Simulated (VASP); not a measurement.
# IrO2 (P4_2/mnm) in VASP: further runs

One crystal, IrO2, is run at these levels: PBE, LDA; tasks: single point.

The COD entry that gives the cell may itself be a prediction, so a difference from it is no test against experiment.

Program: VASP 6.6.1. These are calculated values, not measurements. Logs are shortened: lines on timing, memory, paths and dates and some standing lists are left out, and cuts for length are marked.

### Step 1. Starting point

Symmetry: P4_2/mnm, No. 136, tetragonal system. The conventional cell has a = 4.505 Å, b = 4.505 Å, c = 3.159 Å, α = 90.00°, β = 90.00°, γ = 90.00°. Around Ir (site symmetry mmm) lie 6 O at 1.96 to 2.00 Å. O (site symmetry m2m) has 3 Ir at 1.96 to 2.00 Å as nearest neighbours.

### Step 2. Single point, PBE

Input file INCAR:

```
SYSTEM = IrO2
  PREC = Accurate
  ENCUT = 520
  EDIFF = 1E-6
  ISMEAR = -1
  SIGMA = 0.05
  LREAL = .FALSE.
  LASPH = .TRUE.
  NELM = 80
  ALGO = Normal
  ISIF = 2
  LWAVE = .FALSE.
  LCHARG = .FALSE.
  GGA = PE
  NBANDS = 30
```

Input file KPOINTS:

```
Automatic mesh
0
G
  10 10 14
  0 0 0
```

Input file POSCAR:

```
IrO2
1.0
    4.5051000000      0.0000000000      0.0000000000
    0.0000000000      4.5051000000      0.0000000000
    0.0000000000      0.0000000000      3.1586000000
Ir O
2 4
Direct
    0.0000000000      0.0000000000      0.0000000000
    0.5000000000      0.5000000000      0.5000000000
    0.3077000000      0.3077000000      0.0000000000
    0.1923000000      0.8077000000      0.5000000000
    0.6923000000      0.6923000000      0.0000000000
    0.8077000000      0.1923000000      0.5000000000
```

Potentials or basis: VASP PAW PBE potentials, release 64 (Ir, O).

Command:

```bash
> cat potpaw_PBE.64/Ir/POTCAR potpaw_PBE.64/O/POTCAR > POTCAR
> mpirun -np 1 vasp_std > vasp.out
```

OUTCAR:

```text
SYSTEM = IrO2
   PREC = Accurate
   ENCUT = 520
   EDIFF = 1E-6
   ISMEAR = -1
   LREAL = .FALSE.
   LASPH = .TRUE.
   NELM = 80
   ISIF = 2
   GGA = PE

 ion  position               nearest neighbor table
   1  0.000  0.000  0.000-   3 1.96   5 1.96   4 2.00   6 2.00   4 2.00   6 2.00
   2  0.500  0.500  0.500-   4 1.96   6 1.96   5 2.00   3 2.00   3 2.00   5 2.00
   3  0.308  0.308  0.000-   1 1.96   2 2.00   2 2.00
   4  0.192  0.808  0.500-   2 1.96   1 2.00   1 2.00
   5  0.692  0.692  0.000-   1 1.96   2 2.00   2 2.00
   6  0.808  0.192  0.500-   2 1.96   1 2.00   1 2.00

  LATTYP: Found a simple tetragonal cell.
 ALAT       =     4.5051000000
 C/A-ratio  =     0.7011165124

  Lattice vectors:

 A1 = (   4.5051000000,   0.0000000000,   0.0000000000)
 A2 = (   0.0000000000,   4.5051000000,   0.0000000000)
 A3 = (   0.0000000000,   0.0000000000,   3.1586000000)

Analysis of symmetry for initial positions (statically):
=====================================================================
 Subroutine PRICEL returns:
 Original cell was already a primitive cell.

 Routine SETGRP: Setting up the symmetry group for a
 simple tetragonal supercell.

 Subroutine GETGRP returns: Found 16 space group operations
 (whereof  8 operations were pure point group operations)
 out of a pool of 16 trial point group operations.

The static configuration has the point symmetry D_2h.
 The point group associated with its full space group is D_4h.

Analysis of symmetry for dynamics (positions and initial velocities):
=====================================================================
 Subroutine PRICEL returns:
 Original cell was already a primitive cell.

 Routine SETGRP: Setting up the symmetry group for a
 simple tetragonal supercell.

 Subroutine GETGRP returns: Found 16 space group operations
 (whereof  8 operations were pure point group operations)
 out of a pool of 16 trial point group operations.

The dynamic configuration has the point symmetry D_2h.
 The point group associated with its full space group is D_4h.

 Subroutine INISYM returns: Found 16 space group operations
 (whereof  8 operations are pure point group operations),
 and found     1 'primitive' translations

----------------------------------------------------------------------------------------

                                     Primitive cell

  volume of cell :      64.1067

  direct lattice vectors                    reciprocal lattice vectors
     4.505100000  0.000000000  0.000000000     0.221970655  0.000000000  0.000000000
     0.000000000  4.505100000  0.000000000     0.000000000  0.221970655  0.000000000
     0.000000000  0.000000000  3.158600000     0.000000000  0.000000000  0.316595960

  length of vectors
     4.505100000  4.505100000  3.158600000     0.221970655  0.221970655  0.316595960

  position of ions in fractional coordinates (direct lattice)
     0.000000000  0.000000000  0.000000000
     0.500000000  0.500000000  0.500000000
     0.307700000  0.307700000  0.000000000
     0.192300000  0.807700000  0.500000000
     0.692300000  0.692300000  0.000000000
     0.807700000  0.192300000  0.500000000

  ion indices of the primitive-cell ions
   primitive index   ion index
                 1           1
                 2           2
                 3           3
                 4           4
                 5           5
                 6           6

----------------------------------------------------------------------------------------

 KPOINTS: Automatic mesh

Automatic generation of k-mesh.
 Grid dimensions read from file:
 generate k-points for:   10   10   14

 Generating k-lattice:

  Cartesian coordinates                     Fractional coordinates (reciprocal lattice)
     0.022197066  0.000000000  0.000000000     0.100000000  0.000000000  0.000000000
     0.000000000  0.022197066  0.000000000     0.000000000  0.100000000  0.000000000
     0.000000000  0.000000000  0.022613997     0.000000000  0.000000000  0.071428571

  Length of vectors
     0.022197066  0.022197066  0.022613997

  Shift w.r.t. Gamma in fractional coordinates (k-lattice)
     0.000000000  0.000000000  0.000000000

 Subroutine IBZKPT returns following result:
 ===========================================

 Found    168 irreducible k-points:

 Following reciprocal coordinates:
            Coordinates               Weight
  0.000000  0.000000  0.000000      1.000000
  0.100000  0.000000  0.000000      4.000000
  0.200000  0.000000  0.000000      4.000000
  0.300000  0.000000  0.000000      4.000000
  0.400000  0.000000  0.000000      4.000000
  0.500000  0.000000  0.000000      2.000000
[... 16 lines left out ...]
  0.100000  0.000000  0.071429      8.000000
  0.200000  0.000000  0.071429      8.000000
 [... further k-points ...]
   k-points           NKPTS =    168   k-points in BZ     NKDIM =    168   number of bands    NBANDS=     30
   number of dos      NEDOS =    301   number of ions     NIONS =      6
   total plane-waves  NPLWV =  31104
   dimension x,y,z NGX =    36 NGY =   36 NGZ =   24
   dimension x,y,z NGXF=    72 NGYF=   72 NGZF=   48
   ions per type =               2   4
   NGX,Y,Z   is equivalent  to a cutoff of  13.28, 13.28, 12.63 a.u.
   NGXF,Y,Z  is equivalent  to a cutoff of  26.57, 26.57, 25.26 a.u.
 SYSTEM =  IrO2
   PREC   = accura    normal or accurate (medium, high low for compatibility)
   ISTART =      0    job   : 0-new  1-cont  2-samecut
   ICHARG =      2    charge: 1-file 2-atom 10-const
   ISPIN  =      1    spin polarized calculation?
   LNONCOLLINEAR =      F non collinear calculations
   LSORBIT =      F    spin-orbit coupling
   LASPH  =      T    aspherical Exc in radial PAW
   ENCUT  =  520.0 eV  38.22 Ry    6.18 a.u.   8.38  8.38  5.87*2*pi/ulx,y,z
   NELM   =     80;   NELMIN=  2; NELMDL= -5     # of ELM steps
   EDIFF  = 0.1E-05   stopping-criterion for ELM
   LREAL  =      F    real-space projection
   EDIFFG = 0.1E-04   stopping-criterion for IOM
   NSW    =      0    number of steps for IOM
   IBRION =     -1    ionic relax: 0-MD 1-quasi-New 2-CG
   NFREE  =      0    steps in history (QN), initial steepest desc. (CG)
   ISIF   =      2    stress and relaxation
   ISYM   =      2    0-nonsym 1-usesym 2-fastsym
   POTIM  = 0.5000    time-step for ionic-motion
   TEBEG  =    0.0;   TEEND  =   0.0 temperature during run
   PSTRESS=    0.0 pullay stress
   NELECT =      42.0000    total number of electrons
   NUPDOWN=      -1.0000    fix difference up-down
   EMIN   =  10.00;   EMAX   =-10.00  energy-range for DOS
   EFERMI =   0.00;   METHOD = LEGACY
   ISMEAR =    -1;   SIGMA  =   0.05  broadening in eV -4-tet -1-fermi 0-gaus
   EFERMI_NEDOS =   21; number of points for ismear=-14 and -15
   IALGO  =     38    algorithm
   IMIX   =      4    mixing-type and parameters
     AMIX     =   0.40;   BMIX     =  1.00
     AMIX_MAG =   1.60;   BMIX_MAG =  1.00
  volume/ion in A,a.u.               =      10.68        72.10
  Fermi-wavevector in a.u.,A,eV,Ry     =   1.421860  2.686925 27.506696  2.021685
  Thomas-Fermi vector in A             =   2.542625
   LORBIT       =      0    0 simple, 1 ext, 2 COOP (PROOUT), +10 PAW based schemes
   GGA     = PE    functional components
   LHFCALC =     F    Hartree Fock is set to
   AEXX    =    0.0000 exact exchange contribution
   IVDW    =     0    specifies the selected vdW correction
   LEPSILON=     F    determine dielectric tensor
   LRPA    =     F    only Hartree local field effects (RPA)
 non-spin polarized calculation
  energy-cutoff  :      520.00
  volume of cell :       64.11
 maximum number of plane-waves:      1756
 NGX is ok and might be reduce to    36
   NGX = 17   NGY = 17   NGZ = 11

 number of electron      41.9999995 magnetization

 Free energy of the ion-electron system (eV)
  ---------------------------------------------------
  ext. energy  EPLUGINS =         0.00000000
  ---------------------------------------------------
  free energy    TOTEN  =       -42.23606968 eV

  energy without entropy =      -42.21152761  energy(sigma->0) =      -42.22379864

 E-fermi :   6.1835     XC(G=0): -11.9973

 val. band max:        6.1788845296   @ k =   0.4000   0.2000   0.4286
 cond. band min:       6.1946620006   @ k =   0.4000   0.4000   0.0000
 fundamental gap:      0.0157774711
 Fermi energy:         6.1834921537

 k-point     1 :       0.0000    0.0000    0.0000
  band No.  band energies     occupation
      1     -15.0321      2.00000
      2     -13.8292      2.00000
      3     -12.7743      2.00000
      4     -12.7743      2.00000
      5      -3.6496      2.00000
      6      -3.4106      2.00000
[... 22 lines left out ...]
     29      14.7101      0.00000
     30      18.0605      0.00000

 k-point     2 :       0.1000    0.0000    0.0000
  band No.  band energies     occupation
      1     -14.9930      2.00000
      2     -13.8231      2.00000
      3     -12.8280      2.00000
      4     -12.7982      2.00000
      5      -3.5467      2.00000
      6      -3.3328      2.00000
[... 22 lines left out ...]
     29      14.7552      0.00000
     30      17.9817      0.00000

 k-point     3 :       0.2000    0.0000    0.0000
  band No.  band energies     occupation
      1     -14.8780      2.00000
      2     -13.8146      2.00000
      3     -12.9673      2.00000
      4     -12.8652      2.00000
      5      -3.2579      2.00000
      6      -3.1089      2.00000
[... 22 lines left out ...]
     29      14.9070      0.00000
     30      17.7447      0.00000

 k-point     4 :       0.3000    0.0000    0.0000
  band No.  band energies     occupation
      1     -14.6955      2.00000
      2     -13.8425      2.00000
      3     -13.1242      2.00000
      4     -12.9624      2.00000
      5      -2.8412      2.00000
      6      -2.7708      2.00000
[... 616 lines left out ...]
     29      14.9270      0.00000
     30      18.0290      0.00000

 k-point    23 :       0.1000    0.0000    0.0714
  band No.  band energies     occupation
      1     -14.9456      2.00000
      2     -13.7960      2.00000
      3     -12.8551      2.00000
      4     -12.8256      2.00000
      5      -3.4786      2.00000
      6      -3.2815      2.00000
[... 22 lines left out ...]
     29      14.9674      0.00000
     30      17.9582      0.00000

 k-point    24 :       0.2000    0.0000    0.0714
  band No.  band energies     occupation
      1     -14.8321      2.00000
      2     -13.7849      2.00000
      3     -12.9930      2.00000
      4     -12.8907      2.00000
      5      -3.1979      2.00000
      6      -3.0591      2.00000
[... 22 lines left out ...]
     29      15.1057      0.00000
     30      17.7454      0.00000

 [... further k-points ...]

------------------------ aborting loop because EDIFF is reached ----------------------------------------

  FORCE on cell =-STRESS in cart. coord.  units (eV):
  Direction    XX          YY          ZZ          XY          YZ          ZX
  --------------------------------------------------------------------------------------
  -------------------------------------------------------------------------------------
  Total        2.7326109      2.7326109      3.5463250     -0.0000000      0.0000000      0.0000000
  in kB       68.2943669     68.2943669     88.6309924     -0.0000000      0.0000000      0.0000000
  external PRESSURE =      75.0732420 kB  Pullay stress =       0.0000000 kB

 VOLUME and BASIS-vectors are now :
 -----------------------------------------------------------------------------
  energy-cutoff  :      520.00
  volume of cell :       64.11
      direct lattice vectors                 reciprocal lattice vectors
     4.505100000  0.000000000  0.000000000     0.221970655  0.000000000  0.000000000
     0.000000000  4.505100000  0.000000000     0.000000000  0.221970655  0.000000000
     0.000000000  0.000000000  3.158600000     0.000000000  0.000000000  0.316595960

 POSITION                                       TOTAL-FORCE (eV/Angst)
 -----------------------------------------------------------------------------------
      0.00000      0.00000      0.00000         0.000000      0.000000     -0.000000
      2.25255      2.25255      1.57930         0.000000      0.000000     -0.000000
      1.38622      1.38622      0.00000         0.067943      0.067943      0.000000
      0.86633      3.63877      1.57930        -0.067943      0.067943      0.000000
      3.11888      3.11888      0.00000        -0.067943     -0.067943     -0.000000
      3.63877      0.86633      1.57930         0.067943     -0.067943     -0.000000
 -----------------------------------------------------------------------------------
    total drift:                                0.000000     -0.000000     -0.000000

  FREE ENERGIE OF THE ION-ELECTRON SYSTEM (eV)
  ---------------------------------------------------
  free  energy   TOTEN  =       -42.2360696819 eV

  energy  without entropy=      -42.2115276068  energy(sigma->0) =      -42.22379864
```

Run time: 2.8 min. Hardware: 1 thread of Intel Xeon Platinum 8259CL at 2.50GHz (Skylake/Cascade Lake), shared host; peak memory 0.37 GiB.

Results:

```yaml
Free_energy: -42.2361 eV
Pressure: 7.5 GPa
Largest_force: 0.096 eV/Å
Band_gap_on_the_k_mesh: none (metal or under the smearing width)
```

Forces on the atoms (eV/Å):
```
Ir   0.000  0.000  0.000
Ir   0.000  0.000  0.000
O    0.068  0.068  0.000
O   -0.068  0.068  0.000
O   -0.068 -0.068  0.000
O    0.068 -0.068  0.000
```

[end of part 1 of 2]
